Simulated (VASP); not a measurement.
Input of a VASP 6.6.1 run:

The input POSCAR:

```
Li
1.0
    0.0000000000      2.2309770072      2.2309770072
    2.2309770072      0.0000000000      2.2309770072
    2.2309770072      2.2309770072      0.0000000000
Li
1
Direct
    0.0000000000      0.0000000000      0.0000000000
```

The input INCAR.step1:

```
SYSTEM = Li
PREC = Accurate ; ENCUT = 520
ISMEAR = 1 ; SIGMA = 0.025
LREAL = .FALSE. ; LASPH = .TRUE.
NELM = 150 ; ISPIN = 2
MAGMOM = 1 ; NUPDOWN = 1.0
NBANDS = 12 ; GGA = PE
ALGO = Normal ; EDIFF = 1E-4
LWAVE = .TRUE. ; LCHARG = .FALSE.
```

File INCAR.step2:

```
SYSTEM = Li
PREC = Accurate ; ENCUT = 520
EDIFF = 1E-7 ; ISMEAR = 1
SIGMA = 0.025 ; LREAL = .FALSE.
LASPH = .TRUE. ; NELM = 150
ALGO = Normal ; ISIF = 2
LWAVE = .FALSE. ; LCHARG = .FALSE.
ISPIN = 2 ; MAGMOM = 1
LORBIT = 11 ; NUPDOWN = 1.0
METAGGA = R2SCAN ; LMIXTAU = .TRUE.
IVDW = 13 ; VDW_S6 = 1.0
VDW_S8 = 0.6018749 ; VDW_A1 = 0.51559235
VDW_A2 = 5.77342911 ; NBANDS = 12
ISTART = 1
```

Contents of KPOINTS:

```
Automatic mesh
0
G
  10 10 10
  0 0 0
```

Potentials or basis: VASP PAW PBE potentials, release 64 (Li_sv).

Launch:

```console
$ cat potpaw_PBE.64/Li_sv/POTCAR > POTCAR
$ cp INCAR.step1 INCAR
$ mpirun -np 1 vasp_std > vasp.out
$ cp INCAR.step2 INCAR
$ mpirun -np 1 vasp_std > vasp.out
```

Estimate the dispersion energy per atom.

-0.006 eV.

Caveat: the total moment is fixed, so each spin has its own Fermi level.
